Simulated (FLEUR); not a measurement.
# Fe (P6_3/mmc) in FLEUR: settings compared

Aim: see how the results for Fe move with the level of theory and the settings. Levels: r2SCAN, SCAN. Tasks: equation of state, band structure.

Everything below comes from runs of FLEUR MaX-R8.1 (later development tree). Logs are shortened: lines on timing, memory, paths and dates and some standing lists are left out, and cuts for length are marked.

### 1 The structure

It takes space group P6_3/mmc (No. 194, hexagonal). Conventional cell: a = 2.434 Å, b = 2.434 Å, c = 3.842 Å, α = 90.00°, β = 90.00°, γ = 120.00°. Fe (site symmetry -6m2) is surrounded by 12 Fe at 2.38 to 2.43 Å.

This isn't the form of Fe at room conditions, which is bcc.

### 2 Equation of state, r2SCAN, collinear spin, ferromagnetic start, 9.27 Å³/atom (volume scaled by 0.94)

Input file inp.xml:

```xml
<?xml version="1.0" encoding="UTF-8" standalone="no"?>
<fleurInput fleurInputVersion="0.39">
   <comment>
      Fe                                                                                                  
   </comment>
   <calculationSetup>
      <cutoffs Kmax="4.85" Gmax="15.0" GmaxXC="15.0" numbands="0"/>
      <scfLoop itmax="80" minDistance="0.0001" maxIterBroyd="30" imix="Anderson" alpha="0.05" precondParam="0.0" spinf="2.0" sdNocoIR="T"/>
      <coreElectrons ctail="F" frcor="F" kcrel="0" coretail_lmax="0"/>
      <xcFunctional name="LibXC" relativisticCorrections="F">
         <LibXCName exchange="mgga_x_r2scan" correlation="mgga_c_r2scan"/>
         <AuxGGA exchange="117" correlation="130"/>
      </xcFunctional>
      <magnetism jspins="2"/>
      <soc l_soc="F" theta="0.0" phi="0.0" spav="F"/>
      <expertModes spex="0" secvar="F"/>
      <geometryOptimization l_f="F" forcealpha="1.0" forcemix="BFGS" epsdisp="0.00001" epsforce="0.00001"/>
      <ldaU l_linMix="F" mixParam="0.05" spinf="1.0"/>
   </calculationSetup>
   <cell>
      <bzIntegration valenceElectrons="32.0" mode="hist" fermiSmearingEnergy="0.00183747">
         <kPointListSelection listName="default-1"/>
         <!-- k-points included here -->
         <xi:include xmlns:xi="http://www.w3.org/2001/XInclude" href="kpts.xml"> </xi:include>
      </bzIntegration>
      <!-- symmetry operations included here -->
      <xi:include xmlns:xi="http://www.w3.org/2001/XInclude" href="sym.xml"> </xi:include>
      <bulkLattice scale="0.9795861087">
         <bravaisMatrix>
            <row-1>    4.5998911803346623     0.0000000000000000     0.0000000000000000</row-1>
            <row-2>   -2.2999455902618178     3.9836226168433098     0.0000000000000000</row-2>
            <row-3>    0.0000000000000000     0.0000000000000000     7.2602039369602549</row-3>
         </bravaisMatrix>
      </bulkLattice>
   </cell>
   <atomSpecies>
      <species name="Iron (Fe) 3.000" element="Fe" atomicNumber="26">
         <mtSphere radius="2.02" gridPoints="687" logIncrement="0.018"/>
         <atomicCutoffs lmax="8" lnonsphr="8"/>
         <electronConfig flipSpins="F">
            <coreConfig>(1s1/2) (2s1/2) (2p1/2) (2p3/2)</coreConfig>
            <valenceConfig>(3s1/2) (3p1/2) (3p3/2) (4s1/2) (3d3/2) (3d5/2)</valenceConfig>
            <stateOccupation state="(3d3/2)" spinUp="1.5" spinDown="0.9"/>
            <stateOccupation state="(3d5/2)" spinUp="3.0" spinDown="0.6"/>
         </electronConfig>
         <energyParameters s="4" p="4" d="3" f="4"/>
         <lo type="SCLO" l="0" n="3" eDeriv="0"/>
         <lo type="SCLO" l="1" n="3" eDeriv="0"/>
         <lo type="SCLO" l="1" n="3" eDeriv="1"/>
         <lo type="SCLO" l="2" n="3" eDeriv="2"/>
         <lo type="SCLO" l="3" n="4" eDeriv="2"/>
      </species>
   </atomSpecies>
   <atomGroups>
      <atomGroup species="Iron (Fe) 3.000">
         <relPos label="                   1">-1.000/3.000 1.000/3.000 -1.000/4.000</relPos>
         <relPos label="                   2">1.000/3.000 -1.000/3.000 1.000/4.000</relPos>
         <force calculate="T" relaxXYZ="TTT"/>
      </atomGroup>
   </atomGroups>
   <output dos="F" band="F" slice="F">
      <checks vchk="F" cdinf="F"/>
      <bandDOS minEnergy="-.5*Htr" maxEnergy="0.5*Htr" sigma="0.015" storeEVData="T"/>
      <vacuumDOS vacdos="F" integ="F" star="F" nstars="0" locx1="0.0" locy1="0.0" locx2="0.0" locy2="0.0" nstm="0" tworkf="0.0"/>
      <unfoldingBand unfoldBand="F" supercellX="1" supercellY="1" supercellZ="1"/>
      <plotting iplot="0" polar="F">
         <plot TwoD="T" vec1="  1.0  0.0  0.0" vec2="  0.0  1.0  0.0" vec3="  0.0  0.0  1.0" zero="  0.0  0.0  0.0" file="plot"/>
      </plotting>
      <chargeDensitySlicing numkpt="0" minEigenval="0.0" maxEigenval="0.0" nnne="0" pallst="F"/>
      <specialOutput eonly="F"/>
      <moessbauerParams electricFieldGradient="T" isomerShift="T" coreHyperfine="T" valenceHyperfine="T"/>
      <magneticCircularDichroism mcd="F" energyLo="-10.0" energyUp="0.0"/>
   </output>
  <!-- We include the file relax.xml here to enable relaxations (see documentation) -->
  <xi:include xmlns:xi="http://www.w3.org/2001/XInclude" href="relax.xml"> <xi:fallback/> </xi:include>
</fleurInput>
```

Potentials or basis: all-electron, FLAPW.

The run is started by

```console
$ inpgen -f crystal.txt -profile fastHighL
$ # inp.xml edited to the form shown
$ fleur_MPI
```

What it wrote:

```text
Welcome to FLEUR        (www.flapw.de)
      MaX-Release 8.1          (www.max-centre.eu)
 func_ids         498         497         498         497
 MetaGGA potential functional detected - V_tau will be computed
 Auxiliary Potential for radial basis: exchange=         117  correlation=         130
The functional 'Re-regularized SCAN exchange by Furness et al' is an exchange functional, it belongs to the 'MGGA' family and is defined in the reference(s):
[1] J. W. Furness, A. D. Kaplan, J. Ning, J. P. Perdew, and J. Sun.,  J. Phys. Chem. Lett. 11, 8208-8215 (2020)
[2] J. W. Furness, A. D. Kaplan, J. Ning, J. P. Perdew, and J. Sun.,  J. Phys. Chem. Lett. 11, 9248-9248 (2020)
The functional 'Re-regularized SCAN correlation by Furness et al' is a correlation functional, it belongs to the 'MGGA' family and is defined in the reference(s):
[1] J. W. Furness, A. D. Kaplan, J. Ning, J. P. Perdew, and J. Sun.,  J. Phys. Chem. Lett. 11, 8208-8215 (2020)
[2] J. W. Furness, A. D. Kaplan, J. Ning, J. P. Perdew, and J. Sun.,  J. Phys. Chem. Lett. 11, 9248-9248 (2020)
 Using same functional for VXC and EXC

 ========== k-point set info ==========
 Selected k-point list: default-1
 k-point list type: mesh
 12 x 12 x 7
 Number of k points: 76

 ------------Calculation Setup---------------------------
 Number of MPI-tasks      :            1
 Number of PE/node        :            1
 Number of OMP-threads    :            1
 Most efficient MPI parallelization for:
           1           2           4          19          38          76
 Additional eigenvalue parallelization possible
 Number of basis functions:          326
 Approximate size of matrices (H+S) per k-point:         0.002 GB
 --------------------------------------------------------
The functional 'Hammer, Hansen, and Norskov' is an exchange functional, it belongs to the 'GGA' family and is defined in the reference(s):
[... 6 lines left out ...]
 Reset of history
 Reset of history
 Iteration:     1   Distance:      32.87194093 me/bohr^3
The functional 'Hammer, Hansen, and Norskov' is an exchange functional, it belongs to the 'GGA' family and is defined in the reference(s):
[1] B. Hammer, L. B. Hansen, and J. K. Nørskov.,  Phys. Rev. B 59, 7413 (1999)
The functional 'Perdew, Burke & Ernzerhof' is a correlation functional, it belongs to the 'GGA' family and is defined in the reference(s):
[1] J. P. Perdew, K. Burke, and M. Ernzerhof.,  Phys. Rev. Lett. 77, 3865 (1996)
[2] J. P. Perdew, K. Burke, and M. Ernzerhof.,  Phys. Rev. Lett. 78, 1396 (1997)
 Using same functional for VXC and EXC
 Iteration:     2   Distance:      30.00729677 me/bohr^3
The functional 'Hammer, Hansen, and Norskov' is an exchange functional, it belongs to the 'GGA' family and is defined in the reference(s):
[1] B. Hammer, L. B. Hansen, and J. K. Nørskov.,  Phys. Rev. B 59, 7413 (1999)
The functional 'Perdew, Burke & Ernzerhof' is a correlation functional, it belongs to the 'GGA' family and is defined in the reference(s):
[1] J. P. Perdew, K. Burke, and M. Ernzerhof.,  Phys. Rev. Lett. 77, 3865 (1996)
[2] J. P. Perdew, K. Burke, and M. Ernzerhof.,  Phys. Rev. Lett. 78, 1396 (1997)
 Using same functional for VXC and EXC
 Iteration:     3   Distance:      28.31584657 me/bohr^3
The functional 'Hammer, Hansen, and Norskov' is an exchange functional, it belongs to the 'GGA' family and is defined in the reference(s):
[1] B. Hammer, L. B. Hansen, and J. K. Nørskov.,  Phys. Rev. B 59, 7413 (1999)
The functional 'Perdew, Burke & Ernzerhof' is a correlation functional, it belongs to the 'GGA' family and is defined in the reference(s):
[1] J. P. Perdew, K. Burke, and M. Ernzerhof.,  Phys. Rev. Lett. 77, 3865 (1996)
[2] J. P. Perdew, K. Burke, and M. Ernzerhof.,  Phys. Rev. Lett. 78, 1396 (1997)
 Using same functional for VXC and EXC
 Iteration:     4   Distance:       9.87867852 me/bohr^3
The functional 'Hammer, Hansen, and Norskov' is an exchange functional, it belongs to the 'GGA' family and is defined in the reference(s):
[1] B. Hammer, L. B. Hansen, and J. K. Nørskov.,  Phys. Rev. B 59, 7413 (1999)
The functional 'Perdew, Burke & Ernzerhof' is a correlation functional, it belongs to the 'GGA' family and is defined in the reference(s):
[1] J. P. Perdew, K. Burke, and M. Ernzerhof.,  Phys. Rev. Lett. 77, 3865 (1996)
[2] J. P. Perdew, K. Burke, and M. Ernzerhof.,  Phys. Rev. Lett. 78, 1396 (1997)
 Using same functional for VXC and EXC
 Iteration:     5   Distance:       2.62707027 me/bohr^3
The functional 'Hammer, Hansen, and Norskov' is an exchange functional, it belongs to the 'GGA' family and is defined in the reference(s):
[1] B. Hammer, L. B. Hansen, and J. K. Nørskov.,  Phys. Rev. B 59, 7413 (1999)
The functional 'Perdew, Burke & Ernzerhof' is a correlation functional, it belongs to the 'GGA' family and is defined in the reference(s):
[1] J. P. Perdew, K. Burke, and M. Ernzerhof.,  Phys. Rev. Lett. 77, 3865 (1996)
[2] J. P. Perdew, K. Burke, and M. Ernzerhof.,  Phys. Rev. Lett. 78, 1396 (1997)
 Using same functional for VXC and EXC
 Iteration:     6   Distance:       1.69357573 me/bohr^3
The functional 'Hammer, Hansen, and Norskov' is an exchange functional, it belongs to the 'GGA' family and is defined in the reference(s):
[1] B. Hammer, L. B. Hansen, and J. K. Nørskov.,  Phys. Rev. B 59, 7413 (1999)
The functional 'Perdew, Burke & Ernzerhof' is a correlation functional, it belongs to the 'GGA' family and is defined in the reference(s):
[1] J. P. Perdew, K. Burke, and M. Ernzerhof.,  Phys. Rev. Lett. 77, 3865 (1996)
[2] J. P. Perdew, K. Burke, and M. Ernzerhof.,  Phys. Rev. Lett. 78, 1396 (1997)
 Using same functional for VXC and EXC
 Iteration:     7   Distance:       1.14917318 me/bohr^3
The functional 'Hammer, Hansen, and Norskov' is an exchange functional, it belongs to the 'GGA' family and is defined in the reference(s):
[1] B. Hammer, L. B. Hansen, and J. K. Nørskov.,  Phys. Rev. B 59, 7413 (1999)
The functional 'Perdew, Burke & Ernzerhof' is a correlation functional, it belongs to the 'GGA' family and is defined in the reference(s):
[1] J. P. Perdew, K. Burke, and M. Ernzerhof.,  Phys. Rev. Lett. 77, 3865 (1996)
[2] J. P. Perdew, K. Burke, and M. Ernzerhof.,  Phys. Rev. Lett. 78, 1396 (1997)
 Using same functional for VXC and EXC
 Iteration:     8   Distance:       0.80095686 me/bohr^3
The functional 'Hammer, Hansen, and Norskov' is an exchange functional, it belongs to the 'GGA' family and is defined in the reference(s):
[1] B. Hammer, L. B. Hansen, and J. K. Nørskov.,  Phys. Rev. B 59, 7413 (1999)
The functional 'Perdew, Burke & Ernzerhof' is a correlation functional, it belongs to the 'GGA' family and is defined in the reference(s):
[1] J. P. Perdew, K. Burke, and M. Ernzerhof.,  Phys. Rev. Lett. 77, 3865 (1996)
[2] J. P. Perdew, K. Burke, and M. Ernzerhof.,  Phys. Rev. Lett. 78, 1396 (1997)
 Using same functional for VXC and EXC
 Iteration:     9   Distance:       0.34967186 me/bohr^3
[... 36 lines left out ...]
[1] B. Hammer, L. B. Hansen, and J. K. Nørskov.,  Phys. Rev. B 59, 7413 (1999)
The functional 'Perdew, Burke & Ernzerhof' is a correlation functional, it belongs to the 'GGA' family and is defined in the reference(s):
[1] J. P. Perdew, K. Burke, and M. Ernzerhof.,  Phys. Rev. Lett. 77, 3865 (1996)
[2] J. P. Perdew, K. Burke, and M. Ernzerhof.,  Phys. Rev. Lett. 78, 1396 (1997)
 Using same functional for VXC and EXC
 Iteration:    15   Distance:       0.00845992 me/bohr^3
The functional 'Hammer, Hansen, and Norskov' is an exchange functional, it belongs to the 'GGA' family and is defined in the reference(s):
[1] B. Hammer, L. B. Hansen, and J. K. Nørskov.,  Phys. Rev. B 59, 7413 (1999)
The functional 'Perdew, Burke & Ernzerhof' is a correlation functional, it belongs to the 'GGA' family and is defined in the reference(s):
[1] J. P. Perdew, K. Burke, and M. Ernzerhof.,  Phys. Rev. Lett. 77, 3865 (1996)
[2] J. P. Perdew, K. Burke, and M. Ernzerhof.,  Phys. Rev. Lett. 78, 1396 (1997)
 Using same functional for VXC and EXC
 Iteration:    16   Distance:       0.00765385 me/bohr^3
The functional 'Hammer, Hansen, and Norskov' is an exchange functional, it belongs to the 'GGA' family and is defined in the reference(s):
[1] B. Hammer, L. B. Hansen, and J. K. Nørskov.,  Phys. Rev. B 59, 7413 (1999)
The functional 'Perdew, Burke & Ernzerhof' is a correlation functional, it belongs to the 'GGA' family and is defined in the reference(s):
[1] J. P. Perdew, K. Burke, and M. Ernzerhof.,  Phys. Rev. Lett. 77, 3865 (1996)
[2] J. P. Perdew, K. Burke, and M. Ernzerhof.,  Phys. Rev. Lett. 78, 1396 (1997)
 Using same functional for VXC and EXC
 Iteration:    17   Distance:       0.00111036 me/bohr^3
The functional 'Hammer, Hansen, and Norskov' is an exchange functional, it belongs to the 'GGA' family and is defined in the reference(s):
[1] B. Hammer, L. B. Hansen, and J. K. Nørskov.,  Phys. Rev. B 59, 7413 (1999)
The functional 'Perdew, Burke & Ernzerhof' is a correlation functional, it belongs to the 'GGA' family and is defined in the reference(s):
[1] J. P. Perdew, K. Burke, and M. Ernzerhof.,  Phys. Rev. Lett. 77, 3865 (1996)
[2] J. P. Perdew, K. Burke, and M. Ernzerhof.,  Phys. Rev. Lett. 78, 1396 (1997)
 Using same functional for VXC and EXC
 Iteration:    18   Distance:       0.00042361 me/bohr^3
The functional 'Hammer, Hansen, and Norskov' is an exchange functional, it belongs to the 'GGA' family and is defined in the reference(s):
[1] B. Hammer, L. B. Hansen, and J. K. Nørskov.,  Phys. Rev. B 59, 7413 (1999)
The functional 'Perdew, Burke & Ernzerhof' is a correlation functional, it belongs to the 'GGA' family and is defined in the reference(s):
[1] J. P. Perdew, K. Burke, and M. Ernzerhof.,  Phys. Rev. Lett. 77, 3865 (1996)
[2] J. P. Perdew, K. Burke, and M. Ernzerhof.,  Phys. Rev. Lett. 78, 1396 (1997)
 Using same functional for VXC and EXC
 Iteration:    19   Distance:       0.00015420 me/bohr^3
The functional 'Hammer, Hansen, and Norskov' is an exchange functional, it belongs to the 'GGA' family and is defined in the reference(s):
[1] B. Hammer, L. B. Hansen, and J. K. Nørskov.,  Phys. Rev. B 59, 7413 (1999)
The functional 'Perdew, Burke & Ernzerhof' is a correlation functional, it belongs to the 'GGA' family and is defined in the reference(s):
[1] J. P. Perdew, K. Burke, and M. Ernzerhof.,  Phys. Rev. Lett. 77, 3865 (1996)
[2] J. P. Perdew, K. Burke, and M. Ernzerhof.,  Phys. Rev. Lett. 78, 1396 (1997)
 Using same functional for VXC and EXC
 Iteration:    20   Distance:       0.00004076 me/bohr^3

 ********************************************************************
 Run finished successfully
 Stop message:
   all done
 ********************************************************************
```

Run time: 3.8 min. Hardware: 1 thread of Intel Xeon at 2.50GHz (Skylake/Cascade Lake), shared host; peak memory 0.11 GiB.

Results:

```yaml
Free_energy: -69276.0581 eV
Band_gap_on_the_k_mesh: none (metal or under the smearing width)
Net_moment: 4.96 μB per cell
Site_moments: Fe +2.53 μB
Valence_electrons_inside_the_program's_atomic_spheres: Fe 14.41 (radii Fe 2.02 bohr)
```

Caveat: the meta-GGA is that of a development version, with a GGA for the radial functions and cores and without core tails.

### 3 Equation of state, r2SCAN, collinear spin, ferromagnetic start, 9.46 Å³/atom (volume scaled by 0.96)

inp.xml, as its differences from that of step 2:

```diff
@@ -27,3 +27,3 @@
       <xi:include xmlns:xi="http://www.w3.org/2001/XInclude" href="sym.xml"> </xi:include>
-      <bulkLattice scale="0.9795861087">
+      <bulkLattice scale="0.9864848297">
          <bravaisMatrix>
```

Potentials or basis: all-electron, FLAPW.

The run is started by

```console
$ inpgen -f crystal.txt -profile fastHighL
$ # inp.xml edited to the form shown
$ fleur_MPI
```

Run time: 3.4 min. Hardware: 1 thread of Intel Xeon at 2.50GHz (Skylake/Cascade Lake), shared host; peak memory 0.11 GiB.

Results (log left out):

* Free energy: -69276.2483 eV
* Band gap on the k mesh: none (metal or under the smearing width)
* Net moment: 4.99 μB per cell
* Site moments: Fe +2.55 μB
* Valence electrons inside the program's atomic spheres: Fe 14.38 (radii Fe 2.02 bohr)

Caveat: the meta-GGA is that of a development version, with a GGA for the radial functions and cores and without core tails.

### 4 Equation of state, r2SCAN, collinear spin, ferromagnetic start, 9.86 Å³/atom

inp.xml, as its differences from that of step 3:

```diff
@@ -27,3 +27,3 @@
       <xi:include xmlns:xi="http://www.w3.org/2001/XInclude" href="sym.xml"> </xi:include>
-      <bulkLattice scale="0.9864848297">
+      <bulkLattice scale="1.0000000000">
          <bravaisMatrix>
```

The run is started by

```console
$ inpgen -f crystal.txt -profile fastHighL
$ # inp.xml edited to the form shown
$ fleur_MPI
```

Wall time 3.8 min (1 thread of Intel Xeon at 2.50GHz (Skylake/Cascade Lake), shared host); peak memory 0.11 GiB.

It converged, with:

| Property | Result |
| --- | --- |
| Free energy | -69276.5633 eV |
| Band gap on the k mesh | none (metal or under the smearing width) |
| Net moment | 5.16 μB per cell |
| Site moments | Fe +2.65 μB |
| Valence electrons inside the program's atomic spheres | Fe 14.32 (radii Fe 2.02 bohr) |

Caveat: the meta-GGA is that of a development version, with a GGA for the radial functions and cores and without core tails.

### 5 Equation of state, r2SCAN, collinear spin, ferromagnetic start, 10.25 Å³/atom (volume scaled by 1.04)

inp.xml, as its differences from that of step 4:

```diff
@@ -27,3 +27,3 @@
       <xi:include xmlns:xi="http://www.w3.org/2001/XInclude" href="sym.xml"> </xi:include>
-      <bulkLattice scale="1.0000000000">
+      <bulkLattice scale="1.0131594038">
          <bravaisMatrix>
```

The run is started by

```console
$ inpgen -f crystal.txt -profile fastHighL
$ # inp.xml edited to the form shown
$ fleur_MPI
```

Run time: 3.4 min. Hardware: 1 thread of Intel Xeon at 2.50GHz (Skylake/Cascade Lake), shared host; peak memory 0.11 GiB.

It converged, with:

```
Free energy                                           : -69276.8075 eV
Band gap on the k mesh                                : none (metal or under the smearing width)
Net moment                                            : 5.28 μB per cell
Site moments                                          : Fe +2.71 μB
Valence electrons inside the program's atomic spheres : Fe 14.27 (radii Fe 2.02 bohr)
```

Caveat: the meta-GGA is that of a development version, with a GGA for the radial functions and cores and without core tails.

### 6 Equation of state, r2SCAN, collinear spin, ferromagnetic start, 10.45 Å³/atom (volume scaled by 1.06)

inp.xml, as its differences from that of step 5:

```diff
@@ -27,3 +27,3 @@
       <xi:include xmlns:xi="http://www.w3.org/2001/XInclude" href="sym.xml"> </xi:include>
-      <bulkLattice scale="1.0131594038">
+      <bulkLattice scale="1.0196128224">
          <bravaisMatrix>
```

Potentials or basis: all-electron, FLAPW.

The run is started by

```console
$ inpgen -f crystal.txt -profile fastHighL
$ # inp.xml edited to the form shown
$ fleur_MPI
```

Run time: 3.8 min. Hardware: 1 thread of Intel Xeon at 2.50GHz (Skylake/Cascade Lake), shared host; peak memory 0.12 GiB.

The run converged. Its results:

* Free energy: -69276.9051 eV
* Band gap on the k mesh: none (metal or under the smearing width)
* Net moment: 5.32 μB per cell
* Site moments: Fe +2.74 μB
* Valence electrons inside the program's atomic spheres: Fe 14.25 (radii Fe 2.02 bohr)

Caveat: the meta-GGA is that of a development version, with a GGA for the radial functions and cores and without core tails.

(Part 1 of 2 ends here.)
